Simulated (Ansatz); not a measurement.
The system is BeTe.

```xyz
2
Lattice="0.0000 2.7700 2.7700 2.7700 0.0000 2.7700 2.7700 2.7700 0.0000" Properties=species:S:1:pos:R:3 pbc="T T T"
Te    4.1550    4.1550    4.1550
Be    0.0000    0.0000    0.0000
```

```yaml
Program: Ansatz 0.2.0
Task: relaxation of cell and atoms
Functional: r2SCAN
Dispersion: rVV10
Potentials_or_basis: Ansatz PAW
Cutoff: "500 eV (not typed: the program's choice for these potentials)"
k_mesh: 8 × 8 × 8
Occupations: fermi-dirac, width 0.05 eV
Spin: no spin polarisation
```

At the start: volume 21.25 Å³/atom.

**Question.** Where does the relaxation end?

**Answer.** It ends after 5 steps and the volume is 22.39 Å³/atom (+5.3 %); space group F-43m (No. 216, to 0.05 Å).

Step by step:
```csv
step,energy change (eV),largest force (eV/Å),volume (Å³)
1,0.0000,0.0000,42.51
2,-0.0206,0.0000,45.62
3,-0.0236,0.0000,44.84
4,-0.0236,0.0000,44.77
5,-0.0239,0.0000,44.77
```

Final structure:
```xyz
2
Lattice="0.0000 2.8184 2.8184 2.8184 0.0000 2.8184 2.8184 2.8184 0.0000" Properties=species:S:1:pos:R:3 pbc="T T T"
Te    4.2276    4.2276    4.2276
Be    0.0000    0.0000    0.0000
```

Caveat: the plane-wave basis is chosen anew once the cell has moved, so the energies of steps on either side of that aren't comparable; the PAW data sets come from PBE, with cores solved anew for the run's functional, which leaves a small shift of forces and pressure.
